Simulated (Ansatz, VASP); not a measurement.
One calculation of Rh, two programs

```
Rh
1.0
     0.00000    1.90015    1.90015
     1.90015    0.00000    1.90015
     1.90015    1.90015    0.00000
Rh
1
Direct
  0.00000 0.00000 0.00000
```

Alike in both runs: functional r2SCAN; k mesh 14 × 14 × 14; occupations fermi-dirac, width 0.05 eV; collinear spin.

Ansatz relaxed the structure, and its values are those at the end. VASP's run is a single point on that final structure, the one shown.

```csv
,VASP,Ansatz
version,VASP 6.6.1,Ansatz 0.2.0
potentials or method,"VASP PAW PBE potentials, release 64 (Rh_pv)","plane waves (500 eV) with PAW, scalar-relativistic"
plane-wave cutoff (eV),520,500
valence electrons in the cell,15,17
```

```tsv
	VASP	Ansatz	Ansatz less VASP
pressure (GPa)	1.2	0.0	-1.22
net moment per atom (μB)	0.00	0.00	0.000
```

The two sets of potentials don't hold the same shells in valence. Ansatz warned: «seeded_moment_not_kept».

Caveats: the PAW data sets were made with another functional, which shifts forces and pressure a little (VASP).
